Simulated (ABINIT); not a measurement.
# A GW chain in ABINIT: RbBr (Fm-3m), part 3 of 3

Aim: the G0W0 gap of RbBr (Fm-3m) on PBE, step by step.

ABINIT 10.8.3; PBE and many-body steps on it, plane waves. Known limits of the many-body steps: not at the basis limit; no spin-orbit coupling.

So far. Step 4 (Empty states on the mesh, 4×4×4 mesh, 612 bands): On this mesh the gap is 4.364 eV. Step 5 (Screening, 4×4×4 mesh, 604 bands, screening to 261.2 eV): Local fields lower ε∞ by 17 %.

The database entry behind the starting cell differs from later determinations by our own check (about 0.5 % short), so it need not match the best structure at ambient conditions.

### Step 6. Self-energy, 4×4×4 mesh, 604 bands, screening to 261.2 eV

The self-energy is evaluated for the states that the input lists, and the levels follow from it, in one-shot runs by the linearised quasiparticle equation.

This step: G0W0 on PBE, plane waves, norm-conserving pseudopotentials.

File run.abi:

```
acell 3*1.0 Angstrom
rprim 
  0.000000000000 3.427000000000 3.427000000000
  3.427000000000 0.000000000000 3.427000000000
  3.427000000000 3.427000000000 -0.000000000000
ntypat 2
znucl 37 35
natom 2
typat 1 2
xred 
  0.000000000000 0.000000000000 0.000000000000
  0.500000000000 0.500000000000 0.500000000000
pp_dirpath "pseudos"
pseudos "Rb.upf, Br.upf"
ecut 19
ngkpt 4 4 4
nshiftk 1
shiftk 0 0 0
kptopt 1
chksymbreak 0
istwfk *1
occopt 1
irdwfk 1
optdriver 4
nband 604
gwcalctyp 0
ecutsigx 19
symsigma 1
nkptgw 1
kptgw 
  0.0000000000 0.0000000000 0.0000000000
bdgw 
  6 12
ecuteps 9.6
irdscr 1
ppmodel 1
indata_prefix "in"
outdata_prefix "out"
tmpdata_prefix "tmp"
```

Started as:

```console
> OMP_NUM_THREADS=1 mpirun -n 8 abinit run.abi > log
```

Numbers of over 12 decimals in the logs are rounded to 6 here.

Log:

```text
.Version 10.8.3 of ABINIT. v10.8.2 released Aug 2026.

 Symmetries : space group Fm -3 m (#225); Bravais cF (face-center cubic)
[... echo of the input left out ...]
== DATASET  1 ==================================================================
-   mpi_nproc: 8, omp_nthreads: 1 (-1 if OMP is not activated)

--- !DatasetInfo
iteration_state: {dtset: 1, }
dimensions: {natom: 2, nkpt: 8, mband: 604, nsppol: 1, nspinor: 1, nspden: 1, mpw: 2180, }
cutoff_energies: {ecut:  19.0, pawecutdg:  -1.0, }
electrons: {nelect:   1.60000000E+01, charge:   0.00000000E+00, occopt:   1.00000000E+00, tsmear:   1.00000000E-02, }

 SIGMA: Calculation of the GW corrections

 Based on a program developped by R.W. Godby, V. Olevano, G. Onida, and L. Reining.
 Incorporated in ABINIT by V. Olevano, G.-M. Rignanese, and M. Torrent.
.Using double precision arithmetic ; gwpc =  8

[... cell and pseudopotentials left out ...]
--------------------------------------------------------------------------------

 ==== K-mesh for the wavefunctions ====
 Number of points in the irreducible wedge :     8
[... list of points left out ...]
 Together with 48 symmetry operations and time-reversal symmetry
 yields    64 points in the full Brillouin Zone.

 ==== Q-mesh for screening function ====
 Number of points in the irreducible wedge :     8
[... list of points left out ...]
 Together with 48 symmetry operations and time-reversal symmetry
 yields    64 points in the full Brillouin Zone.

 vcoul_init : cutoff-mode = AUXILIARY_FUNCTION
 q-points for optical limit:   1
     1)      0.000010    0.000020    0.000030
 setmesh: FFT mesh size selected  =    36x   36x   36
          total number of points  =        46656

 Number of electrons calculated from density =   16.0000; Expected =   16.0000
 average of density, n =  0.029454
 r_s =    2.0087
 omega_plasma =   16.5551 [eV]

 === KS Band Gaps ===
  >>>> For spin  1
   Minimum direct gap =   4.3636 [eV], located at k-point      :   0.0000  0.0000  0.0000
   Fundamental gap    =   4.3636 [eV], Top of valence bands at :   0.0000  0.0000  0.0000
                                       Bottom of conduction at :   0.0000  0.0000  0.0000
 SIGMA fundamental parameters:
 PLASMON POLE MODEL  1
 number of plane-waves for SigmaX                 2109
 number of plane-waves for SigmaC and W            749
 number of plane-waves for wavefunctions          2109
 number of bands                                   604
 number of independent spin polarizations            1
 number of spinorial components                      1
 number of k-points in IBZ                           8
 number of q-points in IBZ                           8
 number of symmetry operations                      48
 number of k-points in BZ                           64
 number of q-points in BZ                           64
 number of frequencies for dSigma/dE                 9
 frequency step for dSigma/dE [eV]                0.25
 number of omega for Sigma on real axis              0
 max omega for Sigma on real axis  [eV]           0.00
 zcut for avoiding poles [eV]                     0.10

 EPSILON^-1 parameters (SCR file):
 dimension of the eps^-1 matrix on file            749
 dimension of the eps^-1 matrix used               749
 number of plane-waves for wavefunctions          2109
 number of bands                                   604
 number of q-points in IBZ                           8
 number of frequencies                               2
 number of real frequencies                          1
 number of imag frequencies                          1

 matrix elements of self-energy operator (all in [eV])

 Perturbative Calculation

--- !SelfEnergy_ee
iteration_state: {dtset: 1, }
kpoint     : [   0.000,    0.000,    0.000, ]
spin       : 1
KS_gap     :    4.364
QP_gap     :    6.885
Delta_QP_KS:    2.521
data: !SigmaeeData |
     Band     E0 <VxcDFT>   SigX SigC(E0)      Z dSigC/dE  Sig(E)    E-E0       E
        6  -1.042 -12.668 -16.491   1.360   0.811  -0.232 -14.667  -1.998  -3.040
        7  -1.042 -12.668 -16.491   1.360   0.811  -0.232 -14.667  -1.998  -3.040
        8  -1.042 -12.668 -16.491   1.360   0.811  -0.232 -14.667  -1.998  -3.040
        9   3.322  -6.375  -2.894  -2.878   0.867  -0.153  -5.852   0.523   3.845
       10   6.243  -7.381  -3.248  -3.002   0.862  -0.160  -6.406   0.975   7.218
       11   6.243  -7.381  -3.248  -3.002   0.862  -0.160  -6.406   0.975   7.218
       12   6.243  -7.381  -3.248  -3.002   0.862  -0.160  -6.406   0.975   7.218

== END DATASET(S) ==============================================================
================================================================================

 -outvars: echo values of variables after computation  --------
           etotal      0.0000000000E+00
            nband         604
             nkpt           8
          spgroup         225
 [... the other variables as echoed above ...]

 Calculation completed.
```

The job ended after 91 s (8 MPI ranks of Arm Neoverse V2, shared host; peak memory 5.5 GiB).

Numbers from this step:

- G0W0 gap on the points computed: 6.885 eV
- starting gap on the mesh: 4.364 eV
- k of the valence top: 0, 0, 0
- k of the conduction bottom: 0, 0, 0
- Z at the valence top: 0.811
- Z at the conduction bottom: 0.867
- least direct G0W0 gap on the computed points: 6.885 eV

The gap on the mesh goes from 4.36 eV to 6.88 eV, a correction of +2.52 eV.

Limits: finite bands, cutoff and mesh; no spin-orbit coupling. v1 is the top filled band, c1 the lowest empty one. The levels before and after the correction (eV, zero at the valence-band top of each column):

```tsv
	conduction bottom	valence top
Kohn-Sham	4.36	0.00
G0W0	6.88	0.00
```

```tsv
	level	energy (eV)
Kohn-Sham	Γ v3-v1	0.000
Kohn-Sham	Γ c1	4.364
Kohn-Sham	Γ c2-c4	7.285
G0W0	Γ v3-v1	0.000
G0W0	Γ c1	6.885
G0W0	Γ c2-c4	10.258
```

### Step 7. Where the time went

Times are wall times on 8 MPI ranks of Arm Neoverse V2, shared host, good to a factor of about two.

```tsv
step	time	share	memory (GiB)
ground state	3.3 s	1 %	0.52
bands along the symmetry lines	5.2 s	2 %	0.48
empty states on the mesh	9.9 s	4 %	2.6
screening	2.7 min	60 %	4.0
self-energy	91 s	34 %	5.5
```

### Step 8. What came out

* PBE gap: 4.36 eV, direct
* G0W0 gap on the mesh: 6.88 eV
* GW settings: 4×4×4 mesh, 604 bands, screening to 261.2 eV, Godby-Needs plasmon pole
* known limits: not at the basis limit; no spin-orbit coupling

**Reading.** G0W0 moves the gap on the mesh from 4.36 eV to 6.88 eV (+2.52 eV), with Z of 0.81 and 0.87 at the edges. Local fields lower the RPA ε∞ on this mesh from 2.84 to 2.37. Only 1 of the mesh's irreducible points was corrected, so a valley elsewhere could overtake. The dearest step here is «screening». Bands and cutoff are finite, so the gap is not at the basis limit. The miss can reach some tenths of an eV and take either sign; the mesh is an error of its own. In the G0W0 run levels were corrected at 1 k point alone, so a gap called «on the mesh» is the least over those, and an edge elsewhere would be missed. The many-body steps are scalar-relativistic: spin-orbit coupling is not in them.

[Paths, hosts, dates, memory and timing lines, banners, echoed tables and standing remarks are left out of the program output.]

[Logs are printed without paths, hosts, clocks, repeated set-up lines and the standing remarks that a program may print on its own settings, such as how far it seeks lower states.]

[Runs of the session that timed out or met a known fault of the program may be left out.]

[Hosts, paths, dates, database ids (printed as entryN), source tags and the programs' standing remarks are cut or masked in the printed files.]

[G0W0 gaps are taken among the corrected bands and points alone; a level outside them can change the order at an edge.]

[Where Ansatz stands beside ABINIT at settings called matched, ABINIT's density can come from a denser mesh and the files from another edition; pairs whose starting gaps differed by over 0.03 eV were left out, so agreement reads better than it is.]
